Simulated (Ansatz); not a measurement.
GaN, h-MgO type, relaxed with r2SCAN: 3 runs in the PAW code Ansatz, each a calculation of independent-particle optics. The symmetry is P6_3/mmc (No. 194, hexagonal); a = 3.300 Å, c = 4.756 Å in the conventional setting, 11.21 Å³ an atom. Around Ga lie 3 N at 1.91 Å; around N lie 3 Ga at 1.91 Å. Spin-unpolarised throughout. Whether this structure exists isn't addressed.

```
Ga N
1.0
     3.30003    0.00000    0.00000
    -1.65002    2.85791    0.00000
     0.00000    0.00000    4.75588
Ga N
2 2
Cartesian
  0.0000 1.9053 1.1890
  1.6500 0.9526 3.5669
  1.6500 0.9526 1.1890
  0.0000 1.9053 3.5669
```

On meshes this coarse, single peaks can be features of the mesh. No local fields, no excitons; the zone sum runs over the cells of the mesh, and ε∞ includes the bands left out of the spectrum. Up to four peaks are listed, those above 15 % of the tallest and inside the complete range; the four can differ from row to row.

```
functional  k mesh  broadening (eV)    scissors (eV)  range (eV)  direct gap on the mesh before scissors (eV)  ε∞ xx  ε∞ yy  ε∞ zz  complete up to (eV)  tallest peaks of mean ε₂ (eV)
    r2SCAN   6×6×4              0.1             0.00        0–13                                         1.87   5.58   5.58   6.37                 13.0            6.75 7.30 7.95 8.60
       PBE   6×6×4              0.1  1.21 (to HSE06)        0–13                                         1.46   5.44   5.44   6.22                 13.0            7.25 8.60 9.15 9.95
```

Problem. Estimate from these rows what the further settings give.

| functional | k mesh | broadening (eV) | scissors (eV) | range (eV) |
| --- | --- | --- | --- | --- |
| PBE | 6×6×4 | 0.1 | 0.00 | 0–13 |

Solution.
```csv
functional,k mesh,broadening (eV),scissors (eV),range (eV),direct gap on the mesh before scissors (eV),ε∞ xx,ε∞ yy,ε∞ zz,complete up to (eV),tallest peaks of mean ε₂ (eV)
PBE,6×6×4,0.1,0.00,0–13,1.46,6.19,6.19,7.31,13.0,6.05 7.40 7.95 8.75
```
